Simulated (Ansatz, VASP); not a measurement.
# One calculation of TiSe2, two programs

```
Ti Se
1.0
     3.53600    0.00000    0.00000
    -1.76800    3.06227    0.00000
     0.00000    0.00000    6.00400
Ti Se
1 2
Cartesian
  0.0000 0.0000 0.0000
  0.0000 2.0415 1.5322
  1.7680 1.0208 4.4718
```

Alike in both runs: task single point; functional PBE; dispersion D3(BJ); k mesh 15 × 15 × 8; occupations gaussian, width 0.1 eV; no spin polarisation.

|  | VASP | Ansatz |
| --- | --- | --- |
| version | VASP 6.6.1 | Ansatz 0.2.0 |
| potentials or method | VASP PAW PBE potentials, release 64 (Ti_sv, Se) | scalar-relativistic, plane waves, PAW |
| plane-wave cutoff (eV) | 520 | 420 |
| valence electrons in the cell | 24 | 44 |

|  | VASP | Ansatz | Ansatz less VASP |
| --- | --- | --- | --- |
| gap on the k mesh at the Fermi level (eV) | none | none | - |
| pressure (GPa) | -1.6 | -1.7 | -0.08 |
| largest component of the traceless stress (GPa) | 0.77 | 0.76 | -0.012 |
| rms of the force components (eV/Å) | 0.047 | 0.039 | -0.0085 |
| dispersion energy (meV/atom) | -425.8 | -425.9 | -0.11 |

Atom by atom the forces differ by 0.008 eV/Å (rms over components). A gap of «none» marks a metal or a gap that the smearing closes. The two sets of potentials don't hold the same shells in valence.
